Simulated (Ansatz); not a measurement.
A crystal in the fcc structure was computed with r²SCAN in Ansatz (plane waves, PAW datasets (generated hard set); cutoff 700 eV), no spin polarisation, no spin–orbit coupling, Fermi–Dirac smearing of 0.1 eV, k-spacing 0.18 to 0.19 Å⁻¹. It has a₀ = 4.429 Å and B₀ = 53 GPa.

(1) Which is it?
A. Ni
B. Zr
C. Pr
D. Cd
E. In

Results:

(1) D. The five: Cd 4.429 Å, 53 GPa; Pr 4.590 Å, 24 GPa; Zr 4.539 Å, 90 GPa; Ni 3.467 Å, 227 GPa; In 4.716 Å, 42 GPa.

Model structures, not the usual forms at ambient conditions (metastable or hypothetical): Cd, Pr, Zr, In. The real material (Ni) is magnetic: without spin this is a model state, and volume, stiffness and gap can lie far from those of the magnetic ground state. The k-mesh is modest, so these values aren't fully converged in k. The open f shell of Pr is treated without spin here, so this is a model state and not the ground state. With an open f shell the self-consistent state may not be the lowest one. Potentials made with PBE were used with another functional.
